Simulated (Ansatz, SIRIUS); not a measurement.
This is a calculation of PbO2 for SIRIUS 7.10.0. The cell is a database's computed one, not the measured one.

The input sirius.json:

```json
{
  "control": {
    "processing_unit": "cpu",
    "verbosity": 2,
    "num_bands_to_print": 37,
    "print_forces": true,
    "print_stress": true
  },
  "parameters": {
    "electronic_structure_method": "pseudopotential",
    "xc_functionals": ["XC_GGA_X_PBE_SOL", "XC_GGA_C_PBE_SOL"],
    "gk_cutoff": 9.2,
    "pw_cutoff": 18.4,
    "ngridk": [6, 6, 8],
    "shiftk": [0, 0, 0],
    "smearing": "fermi_dirac",
    "smearing_width": 0.0018374661,
    "num_bands": 37,
    "num_mag_dims": 0,
    "num_dft_iter": 100,
    "energy_tol": 1e-08,
    "density_tol": 1e-06
  },
  "iterative_solver": {
    "type": "davidson",
    "min_tolerance": 1e-09,
    "tolerance_scale": [0.1, 0.25]
  },
  "mixer": {
    "type": "anderson",
    "beta": 0.7,
    "max_history": 8
  },
  "settings": {
    "tol_ne": 1e-10,
    "pseudo_grid_cutoff": 6.5
  },
  "unit_cell": {
    "lattice_vectors": [
      [9.439106157796, 0.0, 0.0],
      [0.0, 9.439106157796, 0.0],
      [0.0, 0.0, 6.442078172986]
    ],
    "atom_coordinate_units": "lattice",
    "atom_types": ["Pb", "O"],
    "atom_files": {
      "O": "O.json",
      "Pb": "Pb.json"
    },
    "atoms": {
      "Pb": [
        [0.5, 0.5, 0.5],
        [0.0, 0.0, 0.0]
      ],
      "O": [
        [0.69257104, 0.69257104, 0.0],
        [0.80742896, 0.19257104, 0.5],
        [0.19257104, 0.80742896, 0.5],
        [0.30742896, 0.30742896, 0.0]
      ]
    }
  }
}
```

Potentials or basis: PseudoDojo 0.4.1 PBEsol standard (scalar relativistic).

The run is started by

```console
$ upf_to_json O.upf
$ upf_to_json Pb.upf
$ OMP_NUM_THREADS=1 sirius.scf --input=sirius.json --output=out.json --task=0
```

**Question.** What does the same run look like in Ansatz 0.2.0? Potentials or basis there: all-electron LAPW, scalar-relativistic.

**Answer.** As run (cutoffs and basis follow the program's own potentials, and thresholds, step limits or extra output files can differ):

input.yaml

```yaml
crystal:
  lattice:
    - [4.99495987, 0.0, 0.0]
    - [0.0, 4.99495987, 0.0]
    - [0.0, 0.0, 3.40900096]
  atoms:
    - { symbol: Pb, position: [0.5, 0.5, 0.5] }
    - { symbol: Pb, position: [0.0, 0.0, 0.0] }
    - { symbol: O, position: [0.69257104, 0.69257104, 0.0] }
    - { symbol: O, position: [0.80742896, 0.19257104, 0.5] }
    - { symbol: O, position: [0.19257104, 0.80742896, 0.5] }
    - { symbol: O, position: [0.30742896, 0.30742896, 0.0] }
kpoints:
  mp_grid: { grid: [6, 6, 8] }
scf:
  occupations: { method: fermi_dirac, width: 0.05 }
hamiltonian:
  xc: pbesol
  pseudopotentials: { kind: all_electron, lapw: { basis_error: 0.001 } }
output:
  forces: true
  stress: true
  eigenvalues: true
  populations: true
```

Potentials or basis: all-electron LAPW, scalar-relativistic.

Launch:

```sh
$ ansatz run input.yaml --threads 4 --pin off --max-ram 12288MiB --backend cpu --events-out ev --progress --plain --runs-dir out
```

Both were run:

|  | SIRIUS | Ansatz |
| --- | --- | --- |
| Pressure | 1.3 GPa | 0.3 GPa |

Where Ansatz's input types no cutoff or centring, it takes its own default and a Γ-centred mesh.

Pressure is positive in compression.
